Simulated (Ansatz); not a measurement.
**PbS: the band gap up the ladder of functionals**

One table from this session's results is given with a row withheld; the runs are named, their logs left out.

The runs shown are made with Ansatz 0.2.0. PAW datasets, plane waves. The values are computed, spin-unpolarised, and not measurements.

### The system as given

The cell was relaxed beforehand with r2SCAN+rVV10.

The symmetry is R3m (No. 160, trigonal); a = 4.201 Å, c = 10.291 Å in the conventional setting, 26.21 Å³ an atom. Pb has 6 S at 2.97 Å; S has 6 Pb at 2.97 Å.

Coordinates:

```
CELL_PARAMETERS angstrom
2.10051 1.21273 3.43019
-2.10051 1.21273 3.43019
0.00000 -2.42546 3.43019
ATOMIC_POSITIONS crystal
Pb 0.97814 0.97814 0.97814
S 0.47746 0.47746 0.47746
```

Set-up of the first run:

input.yaml

```yaml
crystal:
  lattice:
    - [2.1005110974, 1.2127306475, 3.4301898291]
    - [-2.1005110974, 1.2127306475, 3.4301898291]
    - [0.0, -2.4254612951, 3.4301898291]
  atoms:
    - { symbol: Pb, position: [0.9781436732, 0.9781436732, 0.9781436732] }
    - { symbol: S, position: [0.4774576568, 0.4774576568, 0.4774576568] }
kpoints:
  mp_grid: { grid: [8, 8, 8] }
  band_path:
    path:
      - [[0.0, 0.0, 0.0], [-0.5, -0.5, -0.5], [-0.5, -0.2499966197255, -0.7500033802745]]
      - [[-0.2499966197255, 0.2499966197255, -0.5], [1.32786282899e-16, 1.681257793597e-16, -0.5], [0.0, 0.0, 0.0], [6.985026803198e-17, 0.3749983098628, -0.3749983098628]]
      - [[-0.3749983098628, 2.150303773952e-16, -0.6250016901372], [-0.5, 1.54419786733e-16, -0.5], [0.0, 0.0, 0.0]]
    npoints: 10
hamiltonian:
  xc: pbe
scf:
  occupations: { method: fermi_dirac, width: 0.02 }
  n_extra_bands: 4
output:
  forces: true
  stress: true
  eigenvalues: true
```

Started as:

```
> ansatz run input.yaml --threads 2 --pin off --max-ram 2211MiB --backend cpu --events-out ev --progress --plain --runs-dir out
```

Steps of the session up to this table: PBE band path; r2SCAN at the same geometry; HSE06 at the same geometry; Single point with PBE+SOC; PBE0 at the same geometry; Single point with LDA; G0W0 on PBE; One-shot GW from PBE; Single point with DDH-PBE0; Single point with HSE06+SOC; LC-ωPBE at the same geometry; r2SCANh at the same geometry.

One of the session's tables, all rows but one given; the rest of the session is left out.

| level | gap (eV) |
| --- | --- |
| PBE | 0.38 |
| r2SCAN | 0.63 |
| HSE06 | ? |
| PBE+SOC | 0.07 |
| PBE0 | 1.38 |
| LDA | 0.25 |
| G0W0@PBE (156 empty bands) | 0.48 |
| G0W0@PBE (388 empty bands) | 0.61 |
| DDH-PBE0 | 0.60 |
| HSE06+SOC | 0.32 |
| LC-ωPBE | 4.68 |
| r2SCANh | 1.00 |

Q: Estimate the row for HSE06 from the others.

As computed: gap (eV): 0.81. In the column «gap (eV)» it lies between r2SCAN (0.63) and r2SCANh (1.00).

Meshes: PBE 8×8×8, r2SCAN 8×8×8, HSE06 6×6×6, PBE+SOC 8×8×8, PBE0 6×6×6, LDA 8×8×8, DDH-PBE0 6×6×6, HSE06+SOC 4×4×4, LC-ωPBE 6×6×6, r2SCANh 6×6×6.

Against G0W0@PBE, PBE is short by 0.23 eV, at 61 % of it, and r2SCAN 103 %. PBE0 lies 0.58 eV above HSE06, which differs from it by screening the long-range exchange. G0W0 values are finite-basis, finite-mesh values.

Limits of these values: Warnings in the runs' records: stress exchange threshold loose, stress scf threshold loose.
